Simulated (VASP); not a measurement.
# W: single point with PBE

Slab: W, a slab with vacuum.

```xyz
6
Lattice="2.8709 0.0000 0.0000 0.0000 2.8709 0.0000 0.0000 0.0000 25.1500" Properties=species:S:1:pos:R:3 pbc="T T T"
W     1.4354    1.4354    7.5000
W     0.0000    0.0000    9.5300
W     1.4354    1.4354   11.5600
W     0.0000    0.0000   13.5900
W     1.4354    1.4354   15.6200
W     0.0000    0.0000   17.6500
```

| Item | Value |
| --- | --- |
| Program | VASP 6.6.1 |
| Task | single point |
| Functional | PBE |
| Potentials or basis | VASP PAW PBE potentials, release 64 (W_sv) |
| Cutoff | 600 eV |
| k mesh | 7 × 7 × 1 |
| Occupations | fermi-dirac, width 0.05 eV |
| Spin | no spin polarisation |

```json
{"Largest force": "0.376 eV/Å", "Band gap on the k mesh": "none (metal or under the smearing width)", "Work function of the upper face": "4.54 eV", "Work function of the lower face": "4.54 eV"}
```

Forces in eV/Å, atoms in the order of the input:
```
W    0.000  0.000  0.376
W    0.000  0.000 -0.069
W    0.000  0.000 -0.030
W    0.000  0.000  0.030
W    0.000  0.000  0.069
W    0.000  0.000 -0.376
```

Levels at points of the mesh, in eV from the Fermi level:
```csv
k point,band 40,band 41,band 42,band 43,band 44,band 45
"(0.00, 0.00, 0.00)",-0.38,0.09,0.09,0.29,0.81,1.01
```

It took 2.9 min on 1 thread of Intel(R) Xeon(R) Platinum 8559C (Emerald Rapids), with other jobs on the host, peak memory 0.38 GiB.

The run has no spin-orbit coupling, so splittings on W are missing.
